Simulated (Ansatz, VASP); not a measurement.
# CoSi in VASP and in Ansatz

```
Co Si
1.0
     2.81793    0.00000    0.00000
     0.00000    2.81793    0.00000
     0.00000    0.00000    2.81793
Co Si
1 1
Cartesian
  0.0000 0.0000 0.0000
  1.4090 1.4090 1.4090
```

Change from the starting cell: volume scaled by 1.04.

Alike in both runs: task single point; functional PBE; k mesh 10 × 10 × 10; occupations fermi-dirac, width 0.05 eV; collinear spin, ferromagnetic start.

|  | VASP | Ansatz |
| --- | --- | --- |
| version | VASP 6.6.1 | Ansatz 0.2.0 |
| potentials or method | VASP PAW PBE potentials, release 64 (Co, Si) | Ansatz PAW |
| plane-wave cutoff (eV) | 520 | 420 |
| valence electrons in the cell | 13 | 21 |

Ansatz gave:

```
gap on the k mesh at the Fermi level (eV)                     : none
pressure (GPa)                                                : -7.1
net moment per atom (μB)                                      : 0.28
size of the moment on the site where the two differ most (μB) : 0.59
```

**Question.** What did VASP give for the same quantities?

**Answer.** gap on the k mesh at the Fermi level (eV): none; pressure (GPa): -7.2; net moment per atom (μB): 0.28; size of the moment on the site where the two differ most (μB): 0.57.

Site moments also hang on the region over which each program counts them. A gap of «none» marks a metal or a gap that the smearing closes. The two sets of potentials don't hold the same shells in valence.
